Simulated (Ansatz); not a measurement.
Ga:

```
Ga
1.0
     2.71648    0.00000    0.00000
     0.00000    2.71648    0.00000
     0.00000    0.00000    2.71648
Ga
1
Direct
  0.00000 0.00000 0.00000
```

The cell was built by a generator and needn't be a form met in nature.

* Program: Ansatz 0.2.0
* Task: relaxation of cell and atoms
* Functional: PBE
* Dispersion: D3(BJ)
* Potentials or basis: Ansatz PAW
* Cutoff: 420 eV (not typed: the program's choice for these potentials)
* k mesh: 10 × 10 × 10
* Occupations: fermi-dirac, width 0.05 eV
* Spin: no spin polarisation

At the start: volume 20.05 Å³/atom.

Question: Where does the relaxation end?

Answer: It ends after 5 steps and the volume is 19.04 Å³/atom (-5.0 %); space group Pm-3m (No. 221, to 0.05 Å).

Step by step:
| step | energy change (eV) | largest force (eV/Å) | volume (Å³) |
| --- | --- | --- | --- |
| 1 | 0.0000 | 0.0000 | 20.05 |
| 2 | -0.0068 | 0.0000 | 19.34 |
| 3 | -0.0076 | 0.0000 | 18.92 |
| 4 | -0.0077 | 0.0000 | 19.04 |
| 5 | -0.0074 | 0.0000 | 19.04 |

Final structure:
```
CELL_PARAMETERS angstrom
2.67022 0.00000 0.00000
0.00000 2.67022 0.00000
0.00000 0.00000 2.67022
ATOMIC_POSITIONS crystal
Ga 0.00000 0.00000 0.00000
```

Caveat: the plane-wave basis is chosen anew once the cell has moved, so the energies of steps on either side of that aren't comparable; pairwise dispersion overbinds metals, which lowers pressure and volume.
